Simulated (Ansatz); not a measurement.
# GeS (Pnma): band structure, by script

The task is a band structure, for GeS (Pnma).

Program: the Python package of Ansatz 0.2.0. Level of theory: DFT PBE, plane waves, PAW. These are calculated values, not measurements.

## Step 1: The system

Symmetry: Pnma, No. 62, orthorhombic system. The conventional cell has a = 10.481 Å, b = 3.646 Å, c = 4.299 Å, α = 90.00°, β = 90.00°, γ = 90.00°. Ge (site symmetry m) has 3 S at 2.44 to 2.45 Å as nearest neighbours. S (site symmetry m) has 3 Ge at 2.44 to 2.45 Å as nearest neighbours.

The script holds or builds the structure itself.

## Step 2: Script

Input file ges_bands.py:

```python
"""Bands of GeS along a path through the zone."""

import ansatz as az
from ase import Atoms
import numpy as np


def main() -> None:
    atoms = Atoms(
        ["Ge", "Ge", "Ge", "Ge", "S", "S", "S", "S"],
        scaled_positions=[
            [0.1221, 0.25, 0.1277],
            [0.3779, 0.75, 0.6277],
            [0.6221, 0.25, 0.3723],
            [0.8779, 0.75, 0.8723],
            [0.8495, 0.25, 0.5023],
            [0.6505, 0.75, 0.0023],
            [0.3495, 0.25, 0.9977],
            [0.1505, 0.75, 0.4977],
        ],
        cell=[
            [10.481, 0.0, 0.0],
            [0.0, 3.646, 0.0],
            [0.0, 0.0, 4.299],
        ],
        pbc=True,
    )
    crystal = az.Crystal.from_ase(atoms)

    # vertices of the path, as fractions of the reciprocal vectors
    path = [
        ("G", (0.0, 0.0, 0.0)),
        ("X", (0.5, 0.0, 0.0)),
        ("S", (0.5, 0.5, 0.0)),
        ("Y", (0.0, 0.5, 0.0)),
        ("G", (0.0, 0.0, 0.0)),
        ("Z", (0.0, 0.0, 0.5)),
    ]
    calc = (
        crystal.calculation()
        .basis(470)
        .kpoints(2, 6, 6)
        .occupations(az.OccupationsMethod.FIXED)
        .band_structure([point for _, point in path], intervals=10)
        .scf(extra_bands=8)
        .band_table()
        .density_of_states(energy_step=0.1, method="tetrahedron", nscf_kmesh_spacing=0.14)
    )
    session = calc.session()
    planned = session.plan(threads=1)
    result = planned.execute()
    summary = result.report

    print(f"free energy      {summary['free_energy_ev']:.5f} eV")
    print(f"per atom         {summary['free_energy_ev'] / len(result.lattice.sites):.5f} eV")
    print(f"SCF iterations   {summary['n_iterations']}  (converged: {summary['converged']})")

    fermi = summary["fermi_energy_ev"]
    print("levels less the Fermi level (eV) at the first k-points (first spin channel where there are two)")
    for k, levels in list(zip(summary["kpoints_frac"], summary["eigenvalues_ev"]))[:3]:
        print("k = ({:.3f}, {:.3f}, {:.3f})".format(*k))
        print("   ", " ".join(f"{e - fermi:.3f}" for e in levels))

    dos = result.density_of_states()
    energy = np.asarray(dos.energies_ev) - dos.fermi_ev
    top = min(levels[-1] for levels in summary["eigenvalues_ev"]) - dos.fermi_ev  # the computed bands end here
    for spin, channel in enumerate(dos.channels):
        g = np.asarray(channel.g_bin_mean_per_ev)
        peak = np.where(np.abs(energy) < 8, g, 0).argmax()
        print(f"channel {spin}: g(E_F) = {np.interp(0.0, energy, g):.3f} states/eV, highest peak within 8 eV {g[peak]:.2f} at {energy[peak]:.2f} eV")
    grid = np.arange(-8, min(4, top), 0.25)
    columns = [grid] + [np.interp(grid, energy, ch.g_bin_mean_per_ev) for ch in dos.channels]
    np.savetxt("dos_ges.dat", np.column_stack(columns), fmt="%.3f", header="E-EF (eV), states/eV by channel")

    bands = result.band_structure()
    fermi = bands.fermi_energy_ev
    print(f"zero of the bands: {fermi:.3f} eV, the Fermi level found on the SCF mesh")
    levels = bands.channels[0].eigenvalues_ev - fermi
    filled = round(summary["n_electrons"]) // 2
    valence, conduction = levels[:, filled - 1], levels[:, filled]
    print("k (fractions)              top valence  bottom conduction (eV)")
    for k, lo, hi in zip(bands.kpoints_frac, valence, conduction):
        print(f"{k[0]:7.3f} {k[1]:7.3f} {k[2]:7.3f} {lo:12.3f} {hi:13.3f}")
    print(f"on this path: least direct gap {np.min(conduction - valence):.3f} eV, least gap {conduction.min() - valence.max():.3f} eV")


if __name__ == "__main__":
    main()
```

## Step 3: The run

The run is started by

```sh
> python ges_bands.py
```

Q: Predict the main results. Wanted: free energy; gap on the path; valence top / conduction bottom.

The runs gave:

| quantity | value |
| --- | --- |
| free energy | -20790.2473 eV (-2598.7809 eV/atom) |
| gap on the path | 1.12 eV, indirect |
| valence top / conduction bottom | between Γ and Z / at Γ |

The path gives a gap of 1.12 eV, indirect (valence top between Γ and Z, conduction bottom at Γ); points off the path could narrow it. Gaps at this rung are as a rule too small against experiment. The crystal has a gap of about 1.13 eV on the mesh; bins of finite width blur the band edges. No functional is typed, so the default, PBE, holds. Levels are Kohn-Sham eigenvalues on this mesh, without spin-orbit coupling. The computed bands are complete only to about 2.7 eV above the Fermi level; beyond that the density of states is undercounted.
